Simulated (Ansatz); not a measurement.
Li2O under changes of volume

One of the cells (8.399 Å³/atom); the others are scaled copies at fixed shape and fractional positions:

```xyz
3
Lattice="0.0000 2.3269 2.3269 2.3269 0.0000 2.3269 2.3269 2.3269 0.0000" Properties=species:S:1:pos:R:3 pbc="T T T"
O     0.0000    0.0000    0.0000
Li    1.1634    1.1634    1.1634
Li    3.4903    3.4903    3.4903
```

The cell comes from a database or a generator and needn't be the stable form of this composition.

| Quantity | Value |
| --- | --- |
| Program | Ansatz 0.2.0 |
| Functional | PBE |
| Potentials or basis | Ansatz PAW |
| Cutoff | 420 eV (not typed: the program's choice for these potentials) |
| k mesh | 10 × 10 × 10 |
| Occupations | fermi-dirac, width 0.05 eV |
| Spin | no spin polarisation |

```tsv
volume (Å³/atom)	energy over the lowest point (meV/atom)	pressure (GPa)	gap on the mesh (eV)
7.895	4.07	3.8	5.07
8.063	1.09	1.9	5.03
8.231	0.00	0.2	4.99
8.399	?	?	?
8.567	2.82	-2.8	4.91
8.735	6.42	-4.1	4.83
8.903	11.32	-5.2	4.70
```

Q: What does the run at 8.399 Å³/atom give?

A: Energy over the lowest point 0.67 meV/atom; pressure -1.4 GPa; gap on the mesh 4.95 eV.

Worked out: A Birch-Murnaghan fit of order 3 (a polynomial in V^(-2/3)) to the other rows has its minimum at 8.25 Å³/atom with B0 = V·E''(V) = 79 GPa and B' = 3.7. It gives 0.63 meV/atom at 8.399 Å³/atom, against the run's 0.67, and -dE/dV = -1.4 GPa, against -1.4. A parabola through the other rows of the gap, of slope -2.9 eV per unit of ln V there, gives 4.96 eV, against the run's 4.95.

Energies are extrapolated to zero smearing.

A mesh can miss the band edges.
